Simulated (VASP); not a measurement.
# ZrB (P6_3/mmc) in VASP: a series of runs

The runs below take ZrB through single point, with PBE.

Program: VASP 6.6.1. These are calculated values, not measurements. Logs are shortened: lines on timing, memory, paths and dates and some standing lists are left out, and cuts for length are marked.

## (1) The structure

The structure is hexagonal, space group P6_3/mmc (No. 194). Conventional cell: a = 3.391 Å, b = 3.391 Å, c = 6.171 Å, α = 90.00°, β = 90.00°, γ = 120.00°. Zr (site symmetry -3m) has 6 B at 2.49 Å as nearest neighbours. B (site symmetry -6m2) has 6 Zr at 2.49 Å as nearest neighbours.

The cell was built by a generator and needn't be a form met in nature.

## (2) Single point, PBE

INCAR

```
SYSTEM = ZrB
PREC = Accurate
ENCUT = 520
EDIFF = 1E-6
ISMEAR = 1
SIGMA = 0.05
LREAL = .FALSE.
LASPH = .TRUE.
NELM = 100
ALGO = Fast
ISIF = 2
LWAVE = .FALSE.
LCHARG = .FALSE.
GGA = PE
NBANDS = 23
```

KPOINTS

```
Automatic mesh
0
G
  8 8 4
  0 0 0
```

POSCAR

```
ZrB
1.0
    3.3910095944      0.0000000000      0.0000000000
   -1.6955047972      2.9367004533      0.0000000000
    0.0000000000      0.0000000000      6.1709368879
Zr B
2 2
Direct
    0.0000000000      0.0000000000      0.0000000000
    0.0000000000      0.0000000000      0.5000000000
    0.3333333333      0.6666666667      0.2500000000
    0.6666666667      0.3333333333      0.7500000000
```

Potentials or basis: VASP PAW PBE potentials, release 64 (Zr_sv, B).

On the command line:

```
cat potpaw_PBE.64/Zr_sv/POTCAR potpaw_PBE.64/B/POTCAR > POTCAR
mpirun -np 1 vasp_std > vasp.out
```

OUTCAR:

```text
SYSTEM = ZrB
   PREC = Accurate
   ENCUT = 520
   EDIFF = 1E-6
   ISMEAR = 1
   LREAL = .FALSE.
   LASPH = .TRUE.
   NELM = 100
   ISIF = 2
   GGA = PE

 ion  position               nearest neighbor table
   1  0.000  0.000  0.000-   3 2.49   4 2.49   4 2.49   3 2.49   4 2.49   3 2.49   2 3.09   2 3.09

   2  0.000  0.000  0.500-   3 2.49   4 2.49   4 2.49   3 2.49   4 2.49   3 2.49   1 3.09   1 3.09

   3  0.333  0.667  0.250-   1 2.49   2 2.49   1 2.49   2 2.49   1 2.49   2 2.49
   4  0.667  0.333  0.750-   1 2.49   2 2.49   1 2.49   2 2.49   1 2.49   2 2.49

  LATTYP: Found a hexagonal cell.
 ALAT       =     3.3910095944
 C/A-ratio  =     1.8197934026

  Lattice vectors:

 A1 = (   3.3910095944,   0.0000000000,   0.0000000000)
 A2 = (  -1.6955047972,   2.9367004533,   0.0000000000)
 A3 = (   0.0000000000,   0.0000000000,   6.1709368879)

Analysis of symmetry for initial positions (statically):
=====================================================================
 Subroutine PRICEL returns:
 Original cell was already a primitive cell.

 Routine SETGRP: Setting up the symmetry group for a
 hexagonal supercell.

 Subroutine GETGRP returns: Found 24 space group operations
 (whereof 12 operations were pure point group operations)
 out of a pool of 24 trial point group operations.

The static configuration has the point symmetry D_3d.
 The point group associated with its full space group is D_6h.

Analysis of symmetry for dynamics (positions and initial velocities):
=====================================================================
 Subroutine PRICEL returns:
 Original cell was already a primitive cell.

 Routine SETGRP: Setting up the symmetry group for a
 hexagonal supercell.

 Subroutine GETGRP returns: Found 24 space group operations
 (whereof 12 operations were pure point group operations)
 out of a pool of 24 trial point group operations.

The dynamic configuration has the point symmetry D_3d.
 The point group associated with its full space group is D_6h.

 Subroutine INISYM returns: Found 24 space group operations
 (whereof 12 operations are pure point group operations),
 and found     1 'primitive' translations

----------------------------------------------------------------------------------------

                                     Primitive cell

  volume of cell :      61.4525

  direct lattice vectors                    reciprocal lattice vectors
     3.391009594  0.000000000  0.000000000     0.294897426  0.170259108  0.000000000
    -1.695504797  2.936700453  0.000000000     0.000000000  0.340518216  0.000000000
     0.000000000  0.000000000  6.170936888     0.000000000  0.000000000  0.162049948

  length of vectors
     3.391009594  3.391009594  6.170936888     0.340518216  0.340518216  0.162049948

  position of ions in fractional coordinates (direct lattice)
     0.000000000  0.000000000  0.000000000
     0.000000000  0.000000000  0.500000000
     0.333333333  0.666666667  0.250000000
     0.666666667  0.333333333  0.750000000

  ion indices of the primitive-cell ions
   primitive index   ion index
                 1           1
                 2           2
                 3           3
                 4           4

----------------------------------------------------------------------------------------

 KPOINTS: Automatic mesh

Automatic generation of k-mesh.
 Grid dimensions read from file:
 generate k-points for:    8    8    4

 Generating k-lattice:

  Cartesian coordinates                     Fractional coordinates (reciprocal lattice)
     0.036862178  0.021282389  0.000000000     0.125000000  0.000000000  0.000000000
     0.000000000  0.042564777  0.000000000     0.000000000  0.125000000  0.000000000
     0.000000000  0.000000000  0.040512487     0.000000000  0.000000000  0.250000000

  Length of vectors
     0.042564777  0.042564777  0.040512487

  Shift w.r.t. Gamma in fractional coordinates (k-lattice)
     0.000000000  0.000000000  0.000000000

 Subroutine IBZKPT returns following result:
 ===========================================

 Found     30 irreducible k-points:

 Following reciprocal coordinates:
            Coordinates               Weight
  0.000000  0.000000  0.000000      1.000000
  0.125000 -0.000000  0.000000      6.000000
  0.250000 -0.000000  0.000000      6.000000
  0.375000 -0.000000  0.000000      6.000000
  0.500000 -0.000000  0.000000      3.000000
  0.125000  0.125000  0.000000      6.000000
[... 16 lines left out ...]
  0.250000 -0.000000  0.500000      6.000000
  0.375000 -0.000000  0.500000      6.000000
 [... further k-points ...]
   k-points           NKPTS =     30   k-points in BZ     NKDIM =     30   number of bands    NBANDS=     23
   number of dos      NEDOS =    301   number of ions     NIONS =      4
   total plane-waves  NPLWV =  37632
   dimension x,y,z NGX =    28 NGY =   28 NGZ =   48
   dimension x,y,z NGXF=    56 NGYF=   56 NGZF=   96
   ions per type =               2   2
   NGX,Y,Z   is equivalent  to a cutoff of  13.73, 13.73, 12.93 a.u.
   NGXF,Y,Z  is equivalent  to a cutoff of  27.45, 27.45, 25.86 a.u.
 SYSTEM =  ZrB
   PREC   = accura    normal or accurate (medium, high low for compatibility)
   ISTART =      0    job   : 0-new  1-cont  2-samecut
   ICHARG =      2    charge: 1-file 2-atom 10-const
   ISPIN  =      1    spin polarized calculation?
   LNONCOLLINEAR =      F non collinear calculations
   LSORBIT =      F    spin-orbit coupling
   LASPH  =      T    aspherical Exc in radial PAW
   ENCUT  =  520.0 eV  38.22 Ry    6.18 a.u.   6.31  6.31 11.47*2*pi/ulx,y,z
   NELM   =    100;   NELMIN=  2; NELMDL= -5     # of ELM steps
   EDIFF  = 0.1E-05   stopping-criterion for ELM
   LREAL  =      F    real-space projection
   EDIFFG = 0.1E-04   stopping-criterion for IOM
   NSW    =      0    number of steps for IOM
   IBRION =     -1    ionic relax: 0-MD 1-quasi-New 2-CG
   NFREE  =      0    steps in history (QN), initial steepest desc. (CG)
   ISIF   =      2    stress and relaxation
   ISYM   =      2    0-nonsym 1-usesym 2-fastsym
   POTIM  = 0.5000    time-step for ionic-motion
   TEBEG  =    0.0;   TEEND  =   0.0 temperature during run
   PSTRESS=    0.0 pullay stress
   NELECT =      30.0000    total number of electrons
   NUPDOWN=      -1.0000    fix difference up-down
   EMIN   =  10.00;   EMAX   =-10.00  energy-range for DOS
   EFERMI =   0.00;   METHOD = LEGACY
   ISMEAR =     1;   SIGMA  =   0.05  broadening in eV -4-tet -1-fermi 0-gaus
   EFERMI_NEDOS =   21; number of points for ismear=-14 and -15
   IALGO  =     68    algorithm
   IMIX   =      4    mixing-type and parameters
     AMIX     =   0.40;   BMIX     =  1.00
     AMIX_MAG =   1.60;   BMIX_MAG =  1.00
  volume/ion in A,a.u.               =      15.36       103.68
  Fermi-wavevector in a.u.,A,eV,Ry     =   1.289047  2.435945 22.608004  1.661641
  Thomas-Fermi vector in A             =   2.420963
   LORBIT       =      0    0 simple, 1 ext, 2 COOP (PROOUT), +10 PAW based schemes
   GGA     = PE    functional components
   LHFCALC =     F    Hartree Fock is set to
   AEXX    =    0.0000 exact exchange contribution
   IVDW    =     0    specifies the selected vdW correction
   LEPSILON=     F    determine dielectric tensor
   LRPA    =     F    only Hartree local field effects (RPA)
 non-spin polarized calculation
 RMM-DIIS sequential band-by-band and
 Methfessel and Paxton  Order N= 1 SIGMA  =   0.05
  energy-cutoff  :      520.00
  volume of cell :       61.45
 maximum number of plane-waves:      1690
 NGX is ok and might be reduce to    28

 number of electron      30.0000000 magnetization

 Free energy of the ion-electron system (eV)
  ---------------------------------------------------
  ext. energy  EPLUGINS =         0.00000000
  ---------------------------------------------------
  free energy    TOTEN  =       -30.32429542 eV

  energy without entropy =      -30.32459773  energy(sigma->0) =      -30.32439619

 E-fermi :   7.4893     XC(G=0): -11.2421

 val. band max:        7.4785951660   @ k =   0.0000   0.0000   0.5000
 cond. band min:       7.5150208306   @ k =   0.2500   0.1250   0.5000
 fundamental gap:      0.0364256646
 Fermi energy:         7.4893387618

 k-point     1 :       0.0000    0.0000    0.0000
  band No.  band energies     occupation
      1     -40.5458      2.00000
      2     -40.4684      2.00000
      3     -19.0184      2.00000
      4     -18.3900      2.00000
      5     -18.3900      2.00000
      6     -18.3086      2.00000
[... 15 lines left out ...]
     22      12.2829      0.00000
     23      12.2829      0.00000

 k-point     2 :       0.1250   -0.0000    0.0000
  band No.  band energies     occupation
      1     -40.5384      2.00000
      2     -40.4613      2.00000
      3     -19.0025      2.00000
      4     -18.4661      2.00000
      5     -18.4073      2.00000
      6     -18.3777      2.00000
[... 15 lines left out ...]
     22      12.2026      0.00000
     23      12.9408      0.00000

 k-point     3 :       0.2500   -0.0000    0.0000
  band No.  band energies     occupation
      1     -40.5205      2.00000
      2     -40.4443      2.00000
      3     -18.9637      2.00000
      4     -18.6457      2.00000
      5     -18.5412      2.00000
      6     -18.4488      2.00000
[... 15 lines left out ...]
     22      12.2948      0.00000
     23      14.0446      0.00000
[... 495 lines left out ...]
 k-point    23 :       0.2500   -0.0000    0.5000
  band No.  band energies     occupation
      1     -40.4826      2.00000
      2     -40.4826      2.00000
      3     -18.6069      2.00000
      4     -18.6069      2.00000
      5     -18.5768      2.00000
      6     -18.5768      2.00000
[... 15 lines left out ...]
     22      12.1045      0.00000
     23      15.0196      0.00000

 k-point    24 :       0.3750   -0.0000    0.5000
  band No.  band energies     occupation
      1     -40.4650      2.00000
      2     -40.4650      2.00000
      3     -18.7609      2.00000
      4     -18.7609      2.00000
      5     -18.5579      2.00000
      6     -18.5579      2.00000
[... 15 lines left out ...]
     22      12.5005      0.00000
     23      14.9568      0.00000

 [... further k-points ...]
[... 5 lines left out ...]
  --------------------------------------------------------------------------------------
  -------------------------------------------------------------------------------------
  Total       -0.0642607     -0.0642607      0.1128613     -0.0000000     -0.0000000     -0.0000000
  in kB       -1.6753925     -1.6753925      2.9424969     -0.0000000     -0.0000000     -0.0000000
  external PRESSURE =      -0.1360961 kB  Pullay stress =       0.0000000 kB

 VOLUME and BASIS-vectors are now :
 -----------------------------------------------------------------------------
  energy-cutoff  :      520.00
  volume of cell :       61.45
      direct lattice vectors                 reciprocal lattice vectors
     3.391009594  0.000000000  0.000000000     0.294897426  0.170259108  0.000000000
    -1.695504797  2.936700453  0.000000000     0.000000000  0.340518216  0.000000000
     0.000000000  0.000000000  6.170936888     0.000000000  0.000000000  0.162049948

 POSITION                                       TOTAL-FORCE (eV/Angst)
 -----------------------------------------------------------------------------------
      0.00000      0.00000      0.00000        -0.000000     -0.000000      0.000000
      0.00000      0.00000      3.08547        -0.000000     -0.000000      0.000000
     -0.00000      1.95780      1.54273         0.000000      0.000000      0.000000
      1.69550      0.97890      4.62820         0.000000      0.000000      0.000000
 -----------------------------------------------------------------------------------
    total drift:                               -0.000000      0.000000      0.000000

  FREE ENERGIE OF THE ION-ELECTRON SYSTEM (eV)
  ---------------------------------------------------
  free  energy   TOTEN  =       -30.3242954225 eV

  energy  without entropy=      -30.3245977297  energy(sigma->0) =      -30.32439619
```

Wall time 56 s (1 thread of Intel Xeon Platinum 8488C (Sapphire Rapids), shared host); peak memory 0.2 GiB.

What came out:

* Free energy: -30.3243 eV
* Pressure: 0.0 GPa
* Band gap on the k mesh: none (metal or under the smearing width)

Stress tensor (GPa, compression positive):
```
-0.17  0.00  0.00
 0.00 -0.17  0.00
 0.00  0.00  0.29
```

Levels at points of the mesh, in eV from the Fermi level:
```
           k point  band 11  band 12  band 13  band 14  band 15  band 16  band 17  band 18  band 19  band 20
(0.00, 0.00, 0.00)    -3.96    -0.95    -0.95    -0.88     1.87     1.87     1.92     1.92     2.44     3.27
(0.50, 0.00, 0.00)    -4.03    -2.38    -1.26    -0.70    -0.61     0.42     1.77     1.97     4.15     4.76
(0.00, 0.00, 0.50)    -1.63    -1.63    -0.01    -0.01    -0.01    -0.01     2.79     2.79     2.79     2.79
(0.50, 0.00, 0.50)    -3.00    -3.00    -0.69    -0.69    -0.15    -0.15     1.24     1.24     4.99     4.99
```

## (3) Single point, PBE

This run uses another cell than the first one: it holds 2 atoms, not 4.

INCAR

```
PREC = Accurate
ENCUT = 520
EDIFF = 1E-7
ISMEAR = 1
SIGMA = 0.05
LREAL = False
LASPH = True
NELM = 100
ALGO = Fast
ISIF = 2
LWAVE = False
LCHARG = False
GGA = PE
NBANDS = 14
```

KPOINTS

```
Automatic mesh
0
Gamma
  8 8 8
```

POSCAR

```
ZrB
1.0
    3.0367527563      0.0000000000      0.0000000000
    0.0000000000      3.0367527563      0.0000000000
    0.0000000000      0.0000000000      3.0367527563
Zr B
1 1
Direct
    0.0000000000      0.0000000000      0.0000000000
    0.5000000000      0.5000000000      0.5000000000
```

Potentials or basis: VASP PAW PBE potentials, release 64 (Zr_sv, B).

On the command line:

```
cat potpaw_PBE.64/Zr_sv/POTCAR potpaw_PBE.64/B/POTCAR > POTCAR
mpirun -np 1 vasp_std > vasp.out
```

OUTCAR:

```text
PREC = Accurate
   ENCUT = 520
   EDIFF = 1E-7
   ISMEAR = 1
   LREAL = False
   LASPH = True
   NELM = 100
   ISIF = 2
   GGA = PE

 ion  position               nearest neighbor table
   1  0.000  0.000  0.000-   2 2.63   2 2.63   2 2.63   2 2.63   2 2.63   2 2.63   2 2.63   2 2.63

   2  0.500  0.500  0.500-   1 2.63   1 2.63   1 2.63   1 2.63   1 2.63   1 2.63   1 2.63   1 2.63

  LATTYP: Found a simple cubic cell.
 ALAT       =     3.0367527563

  Lattice vectors:

 A1 = (   3.0367527563,   0.0000000000,   0.0000000000)
[... 589 lines left out ...]
     10      12.1933      0.00000
     11      12.9931      0.00000
     12      15.5425      0.00000
     13      16.7182      0.00000
     14      19.6573      0.00000

 [... further k-points ...]
[... 5 lines left out ...]
  --------------------------------------------------------------------------------------
  -------------------------------------------------------------------------------------
  Total       -0.3792361     -0.3792361     -0.3792361      0.0000000     -0.0000000      0.0000000
  in kB      -21.6966151    -21.6966151    -21.6966151      0.0000000     -0.0000000      0.0000000
  external PRESSURE =     -21.6966151 kB  Pullay stress =       0.0000000 kB

 VOLUME and BASIS-vectors are now :
 -----------------------------------------------------------------------------
  energy-cutoff  :      520.00
  volume of cell :       28.00
      direct lattice vectors                 reciprocal lattice vectors
     3.036752756  0.000000000  0.000000000     0.329299117  0.000000000  0.000000000
     0.000000000  3.036752756  0.000000000     0.000000000  0.329299117  0.000000000
     0.000000000  0.000000000  3.036752756     0.000000000  0.000000000  0.329299117

 POSITION                                       TOTAL-FORCE (eV/Angst)
 -----------------------------------------------------------------------------------
      0.00000      0.00000      0.00000         0.000000      0.000000      0.000000
      1.51838      1.51838      1.51838         0.000000      0.000000      0.000000
 -----------------------------------------------------------------------------------
    total drift:                               -0.000000      0.000000      0.000000

  FREE ENERGIE OF THE ION-ELECTRON SYSTEM (eV)
  ---------------------------------------------------
  free  energy   TOTEN  =       -14.9579138342 eV

  energy  without entropy=      -14.9582826340  energy(sigma->0) =      -14.95803677
```

OSZICAR:

```text
N       E                     dE             d eps       ncg     rms          rms(c)
DAV:   1     0.951101964078E+02    0.95110E+02   -0.78718E+03   980   0.103E+03
DAV:   2    -0.129500370280E+02   -0.10806E+03   -0.10288E+03  1232   0.279E+02
DAV:   3    -0.166789283908E+02   -0.37289E+01   -0.36680E+01  1450   0.439E+01
DAV:   4    -0.167425202538E+02   -0.63592E-01   -0.63560E-01  1198   0.508E+00
[... 12 lines left out ...]
RMM:  17    -0.149579130013E+02   -0.81830E-06   -0.59683E-06  1010   0.931E-03    0.293E-04
RMM:  18    -0.149579133834E+02   -0.38215E-06   -0.31664E-06   839   0.577E-03    0.450E-04
RMM:  19    -0.149579136164E+02   -0.23302E-06   -0.18344E-06   718   0.402E-03    0.617E-04
RMM:  20    -0.149579137445E+02   -0.12803E-06   -0.10925E-06   598   0.289E-03    0.776E-04
RMM:  21    -0.149579138342E+02   -0.89686E-07   -0.67029E-07   498   0.217E-03
   1 F= -.14957914E+02 E0= -.14958037E+02  d E =0.368800E-03
```

It took 10 s on 1 thread of Intel Xeon Platinum 8488C (Sapphire Rapids), shared host; peak memory 0.14 GiB.

What came out:

* Free energy: -14.9579 eV
* Pressure: -2.2 GPa
* Band gap on the k mesh: none (metal or under the smearing width)
